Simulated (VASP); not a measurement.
Here is a VASP 6.6.1 calculation.

The input INCAR:

```
PREC = Accurate
ENCUT = 520
EDIFF = 1E-6
ISMEAR = -5
SIGMA = 0.05
LREAL = False
LASPH = True
NELM = 100
ALGO = Normal
ISIF = 2
LWAVE = False
LCHARG = True
GGA = AM
LVHAR = True
```

File KPOINTS:

```
Automatic mesh
0
Gamma
  13 13 13
```

The input POSCAR:

```
Ga
1.0
   -1.4203731067      1.4203731067      2.3712823007
    1.4203731067     -1.4203731067      2.3712823007
    1.4203731067      1.4203731067     -2.3712823007
Ga
1
Direct
    0.0000000000      0.0000000000      0.0000000000
```

Potentials or basis: VASP PAW PBE potentials, release 54 (Ga_d).

Command:

```bash
$ cat potpaw_PBE.54/Ga_d/POTCAR > POTCAR
$ mpirun -np 1 vasp_std > vasp.out
```

(1) Estimate the band gap on the k mesh.

(2) What does it give for the pressure?

Answers

(1) none (metal or under the smearing width).

(2) -4.0 GPa.

Caveat: the PAW data sets were made with another functional, which shifts forces and pressure a little; tetrahedron occupations give inexact forces and stress in metals.
